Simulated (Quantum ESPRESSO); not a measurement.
Ag under changes of volume

One of the cells (17.048 Å³/atom); the others are scaled copies at fixed shape and fractional positions:

```
Ag
1.0
     0.00000    2.04275    2.04275
     2.04275    0.00000    2.04275
     2.04275    2.04275    0.00000
Ag
1
Direct
  0.00000 0.00000 0.00000
```

| Property | Result |
| --- | --- |
| Program | Quantum ESPRESSO 7.5 |
| Functional | rev-vdW-DF2 |
| Potentials or basis | PseudoDojo 0.4.1 SR PBE standard |
| Cutoff | 1116 eV |
| Density cutoff | 4463 eV |
| k mesh | 11 × 11 × 11 |
| Occupations | fermi-dirac, width 0.05 eV |
| Spin | no spin polarisation |

```csv
volume (Å³/atom),energy over the lowest point (meV/atom),pressure (GPa)
16.025,29.76,8.9
16.366,13.95,5.8
16.707,4.29,3.1
17.048,0.00,0.8
17.389,0.33,-1.2
17.730,?,?
18.071,12.29,-4.5
```

Task: What does the run at 17.730 Å³/atom give?

Result: Energy over the lowest point 4.66 meV/atom; pressure -3.0 GPa.

Worked out: A Birch-Murnaghan fit of order 3 (a polynomial in V^(-2/3)) to the other rows has its minimum at 17.19 Å³/atom with B0 = V·E''(V) = 102 GPa and B' = 6.6. It gives 4.60 meV/atom at 17.730 Å³/atom, against the run's 4.66, and -dE/dV = -2.9 GPa, against -3.0.

Energies are extrapolated to zero smearing.

Caveats: the potentials were made for another functional, which shifts forces and pressure.
